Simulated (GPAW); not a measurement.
Input of a GPAW 26.7.0 run:

Contents of run.py:

```python
from ase import Atoms
from ase.dft.bandgap import bandgap
from ase.io import write
from ase.units import GPa
from gpaw import GPAW, PW, setup_paths

setup_paths.insert(0, '.')

atoms = Atoms(['Zn', 'Zn', 'S', 'S'],
              cell=[[3.811, 0.0, 0.0],
                    [-1.9055, 3.3004228138, 0.0],
                    [0.0, 0.0, 6.234]],
              scaled_positions=[[0.6666666667, 0.3333333333, 0.5],
                                [0.3333333333, 0.6666666667, 0.0],
                                [0.6666666667, 0.3333333333, 0.885],
                                [0.3333333333, 0.6666666667, 0.385]],
              pbc=True)

calc = GPAW(mode=PW(1100),
            xc='PBE',
            kpts={'size': (6, 6, 3), 'gamma': True},
            occupations={'name': 'fermi-dirac', 'width': 0.05},
            setups='sg15',
            nbands=-13,
            convergence={'density': 1e-05, 'energy': 1e-05},
            maxiter=150,
            txt='gpaw.txt')
atoms.calc = calc
energy = atoms.get_potential_energy()
forces = atoms.get_forces()
stress = atoms.get_stress()
calc.write('gs.gpw')
write('result.traj', atoms)
print(f'Energy: {energy:.6f} eV')
print('Forces (eV/A):')
print(forces.round(4))
print('Stress (GPa):', (stress / GPa).round(3))
print('Fermi level:', round(calc.get_fermi_level(), 4), 'eV')
print(f'Gap: {bandgap(calc)[0]:.4f} eV, direct: {bandgap(calc, direct=True)[0]:.4f} eV')

path = atoms.cell.bandpath('GMKGALHA,LM,KH', npoints=100, eps=1e-4)
bs_calc = calc.fixed_density(kpts=path, symmetry='off', nbands=-26,
                             convergence={'bands': 'CBM+6.0', 'eigenstates': 1e-6}, txt='bands.txt')
bs = bs_calc.band_structure()
bs.write('bs.json')
print(f'Gap on the path: {bandgap(bs_calc)[0]:.4f} eV')
```

Potentials or basis: SG15 ONCV 1.2, pw.

Run with:

```sh
$ OMP_NUM_THREADS=1 python run.py
```

**Question.** What does it give for the largest force?

**Answer.** 0.332 eV/Å.

**Question.** What does it give for the band gap along the path?

**Answer.** 2.25 eV, direct.

Stress tensor (GPa, compression positive):
```
3.20 0.00 0.00
0.00 3.20 0.00
0.00 0.00 1.10
```

**The experiment to reproduce.**

From a printed reference work, monograph, for a bulk crystal of ZnS at 4 K: band gap 3.911 eV (direct).

A measured gap of ZnS is 3.911 eV (direct; 4 K; a printed reference work, monograph); the calculated 2.25 eV misses it by -1.67 eV. The value is that of PBE, without temperature or zero-point motion. Semilocal functionals fall short of measured gaps as a rule.
